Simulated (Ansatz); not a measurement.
# InSe: the cost of one run

Method: DFT HSE06, scalar-relativistic, plane waves, PAW, in Ansatz 0.2.0.

The COD entry's cell or inner coordinates are ideal or old and differ from later refinements, so a difference from it is no clean test against experiment.

### 1 The structure to begin with

It takes space group R3m (No. 160, trigonal). The conventional cell has a = 4.000 Å, b = 4.000 Å, c = 25.320 Å, α = 90.00°, β = 90.00°, γ = 120.00°. In (site symmetry 3m) is surrounded by 3 Se at 2.64 Å and 1 In at 2.82 Å. Around In (site symmetry 3m) lie 3 Se at 2.63 Å and 1 In at 2.82 Å. Se (site symmetry 3m) is surrounded by 3 In at 2.64 Å. Se (site symmetry 3m) has 3 In at 2.63 Å in its first shell of neighbours.

Structure file:

```cif
data_structure
_symmetry_space_group_name_H-M 'P 1'
_symmetry_Int_Tables_number 1
_cell_length_a 8.7503
_cell_length_b 8.7503
_cell_length_c 8.7503
_cell_angle_alpha 26.425
_cell_angle_beta 26.425
_cell_angle_gamma 26.425
_cell_volume 116.95
loop_
_atom_site_label
_atom_site_type_symbol
_atom_site_fract_x
_atom_site_fract_y
_atom_site_fract_z
_atom_site_occupancy
In1 In 0.00000 0.00000 0.00000 1
In2 In 0.11140 0.11140 0.11140 1
Se1 Se 0.61650 0.61650 0.61650 1
Se2 Se 0.82810 0.82810 0.82810 1
```

The structure rests on an entry of the Crystallography Open Database; cell or positions may have been set otherwise for this series.

### 2 Single point: InSe, no spin

Input file input.yaml:

```yaml
crystal:
  lattice:
    - [2.0, 1.1547005384, 8.44]
    - [-2.0, 1.1547005384, 8.44]
    - [0.0, -2.3094010768, 8.44]
  atoms:
    - { symbol: In, position: [0.0, 0.0, 0.0] }
    - { symbol: In, position: [0.1114, 0.1114, 0.1114] }
    - { symbol: Se, position: [0.6165, 0.6165, 0.6165] }
    - { symbol: Se, position: [0.8281, 0.8281, 0.8281] }
scf:
  occupations: { method: gaussian, width: 0.03 }
output:
  eigenstates:
    kpoints:
      - [0.5, 0.5, 0.5]
      - [0.503183, 0.496817, 0.5]
      - [0.506366, 0.493634, 0.5]
      - [0.509549, 0.490451, 0.5]
      - [0.512732, 0.487268, 0.5]
      - [0.515915, 0.484085, 0.5]
      - [0.519099, 0.480901, 0.5]
      - [0.522282, 0.477718, 0.5]
      - [0.525465, 0.474535, 0.5]
      - [0.528648, 0.471352, 0.5]
      - [0.531831, 0.468169, 0.5]
      - [0.535014, 0.464986, 0.5]
      - [0.538197, 0.461803, 0.5]
      - [0.501838, 0.501838, 0.496324]
      - [0.503676, 0.503676, 0.492649]
      - [0.505513, 0.505513, 0.488973]
      - [0.507351, 0.507351, 0.485298]
      - [0.509189, 0.509189, 0.481622]
      - [0.511027, 0.511027, 0.477947]
      - [0.512864, 0.512864, 0.474271]
      - [0.514702, 0.514702, 0.470596]
      - [0.51654, 0.51654, 0.46692]
      - [0.518378, 0.518378, 0.463245]
      - [0.520215, 0.520215, 0.459569]
      - [0.522053, 0.522053, 0.455894]
      - [0.45, 0.45, 0.45]
      - [0.4, 0.4, 0.4]
      - [0.35, 0.35, 0.35]
      - [0.3, 0.3, 0.3]
      - [0.25, 0.25, 0.25]
      - [0.2, 0.2, 0.2]
      - [0.15, 0.15, 0.15]
      - [0.1, 0.1, 0.1]
      - [0.05, 0.05, 0.05]
      - [0.0, 0.0, 0.0]
hamiltonian:
  xc: hse06
kpoints:
  mp_grid: { grid: [6, 6, 6] }
```

The run is started by

```sh
$ ansatz run input.yaml --threads 8 --pin off --max-ram 20480MiB --backend cpu --events-out ev --progress --plain --runs-dir out
```

Q: Estimate wall time and peak memory on 8 threads of Intel Xeon Platinum 8488C (Sapphire Rapids), shared host.

About 5.5 min, with a peak of 5.6 GiB.
